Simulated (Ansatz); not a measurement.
Method: DFT PBE, scalar-relativistic, plane waves, PAW in Ansatz 0.2.0. All cells share a 420 eV cutoff and Γ-centred k meshes spaced at most about 0.3 Å⁻¹ (about 0.25 or finer for metals, 2π included). No spin polarisation.

These are static total energies at zero pressure.

Question: Which of these relaxed structures of Hf₂H₃ is the lowest in energy?
1.

Space group P6/mmm (No. 191). a = 3.177 Å, b = 3.177 Å, c = 6.608 Å, α = 90.00°, β = 90.00°, γ = 120.00°
```json
{"atom": "Hf", "site": "2e", "symmetry": "6mm", "x": "0.0000", "y": "0.0000", "z": "0.2284"}
{"atom": "H", "site": "2c", "symmetry": "-6m2", "x": "0.3333", "y": "0.6667", "z": "0.0000"}
{"atom": "H", "site": "1b", "symmetry": "6/mmm", "x": "0.0000", "y": "0.0000", "z": "0.5000"}
```

2.

Space group R32:H (No. 155). a = 5.272 Å, b = 5.272 Å, c = 6.322 Å, α = 90.00°, β = 90.00°, γ = 120.00°
```tsv
atom	site	symmetry	x	y	z
Hf	6c	3.	0.0000	0.0000	0.2569
H	9e	.2	0.0000	0.7381	0.5000
```

Answer: 2. The other, cell 1, lies 0.62 eV/atom higher. Counting H atoms around Hf (those within 1.25 times the shortest such distance or 1.15 times the sum of covalent radii, 1.27 where that leaves under three; a plus sign parts nearer from farther groups): cell 2 has Hf 6; cell 1 has Hf 1+6. Both come from invented guesses.

Spin–orbit coupling, which can matter for Hf, is left out. With hydrogen, zero-point motion can shift such differences by 10 meV/atom or more. Cells relaxed within their symmetry can be saddle points. Some types were kept out of the candidates beforehand, so the set may lack a known form.
